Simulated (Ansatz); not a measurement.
# MnF: the cost of one run

Method: DFT PBE, scalar-relativistic, plane waves, PAW, in Ansatz 0.2.0.

**1. The system as given**

It takes space group P6_3/mmc (No. 194, hexagonal). Conventional cell: a = 3.278 Å, b = 3.278 Å, c = 4.683 Å, α = 90.00°, β = 90.00°, γ = 120.00°. Around Mn (site symmetry -3m) lie 6 F at 2.23 Å and 2 Mn at 2.34 Å. Around F (site symmetry -6m2) lie 6 Mn at 2.23 Å.

As a file:

```cif
data_structure
_symmetry_space_group_name_H-M 'P 1'
_symmetry_Int_Tables_number 1
_cell_length_a 3.2782
_cell_length_b 3.2782
_cell_length_c 4.6831
_cell_angle_alpha 90.000
_cell_angle_beta 90.000
_cell_angle_gamma 120.000
_cell_volume 43.58
loop_
_atom_site_label
_atom_site_type_symbol
_atom_site_fract_x
_atom_site_fract_y
_atom_site_fract_z
_atom_site_occupancy
Mn1 Mn 0.00000 0.00000 0.00000 1
Mn2 Mn 0.00000 0.00000 0.50000 1
F1 F 0.33333 0.66667 0.25000 1
F2 F 0.66667 0.33333 0.75000 1
```

This is candidate A: nickel arsenide type (P6_3/mmc, No. 194).

(A quick probe on a coarse mesh, which set the mesh and smearing, is not shown.)

**3. Coarse relaxation (candidate A)**

input.yaml

```yaml
crystal:
  lattice:
    - [3.2781663907, 0.0, 0.0]
    - [-1.6390831954, 2.8389753722, 0.0]
    - [0.0, 0.0, 4.6830952367]
  atoms:
    - { symbol: Mn, position: [0.0, 0.0, 0.0], spin: 3.97 }
    - { symbol: Mn, position: [0.0, 0.0, 0.5], spin: 3.97 }
    - { symbol: F, position: [0.3333333333, 0.6666666667, 0.25], spin: 0.15 }
    - { symbol: F, position: [0.6666666667, 0.3333333333, 0.75], spin: 0.15 }
basis:
  ecutwfc: 420
kpoints:
  mp_grid: { grid: [6, 6, 4] }
hamiltonian:
  xc: pbe
scf:
  occupations: { method: gaussian, width: 0.1 }
  lower_state_search: "off"
output:
  forces: true
  stress: true
  eigenvalues: true
  populations: true
magnetization:
  spin_polarized: true
relax:
  adjacent_minimum: "off"
  f_tol: 0.04
  max_steps: 70
  cell: { stress_tol: 0.4 }
```

Launch:

```sh
> ansatz run input.yaml --threads 1 --pin off --max-ram 2560MiB --backend cpu --events-out ev --progress --plain --runs-dir out
```

Q: Estimate wall time and peak memory on 1 thread of Arm Neoverse V1, shared host.

About 38 s, with a peak of 0.35 GiB.
